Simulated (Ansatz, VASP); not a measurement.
Mg in VASP and in Ansatz

```xyz
2
Lattice="3.0169 0.0000 0.0000 -1.5084 2.6127 0.0000 0.0000 0.0000 4.8912" Properties=species:S:1:pos:R:3 pbc="T T T"
Mg    0.0000    1.7418    1.2228
Mg    1.5084    0.8709    3.6684
```

Alike in both runs: functional PBE; k mesh 18 × 18 × 10; occupations gaussian, width 0.05 eV; no spin polarisation.

Ansatz relaxed the structure, and its values are those at the end. VASP's run is a single point on that final structure, the one shown.

|  | VASP | Ansatz |
| --- | --- | --- |
| version | VASP 6.6.1 | Ansatz 0.2.0 |
| potentials or method | VASP PAW PBE potentials, release 64 (Mg) | scalar-relativistic, plane waves, PAW |
| plane-wave cutoff (eV) | 520 | 420 |
| valence electrons in the cell | 4 | 20 |

|  | VASP | Ansatz | Ansatz less VASP |
| --- | --- | --- | --- |
| gap on the k mesh at the Fermi level (eV) | none | none | - |
| pressure (GPa) | 8.8 | 8.9 | +0.09 |

A gap of «none» marks a metal or a gap that the smearing closes. The two sets of potentials don't hold the same shells in valence.
